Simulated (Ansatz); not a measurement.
KI:

```
I K
1.0
     0.00000    3.53277    3.53277
     3.53277    0.00000    3.53277
     3.53277    3.53277    0.00000
I K
1 1
Direct
  0.50000 0.50000 0.50000
  0.00000 0.00000 0.00000
```

Base run:

- Program: Ansatz 0.2.0
- Functional: r2SCAN0
- Potentials or basis: Ansatz PAW
- Cutoff: 500 eV
- Density cutoff: 2000 eV
- k mesh: 4 × 4 × 4
- Occupations: fermi-dirac, width 0.05 eV
- Spin: no spin polarisation

Its results: band gap on the k mesh 5.99 eV, direct.

The run is repeated on the same cell with these changes: functional from r2SCAN0 to HSE06; cutoff from 500 eV to 420 eV; density cutoff from 2000 eV to 1680 eV. What comes out?

Band gap on the k mesh 4.97 eV, direct.

Caveats: spin-orbit coupling is left out, which moves the levels of the heavy elements; the density of states is complete only up to the lowest level of the last band computed.

A k mesh can miss the band edges.

Not every run made on this cell is shown here.
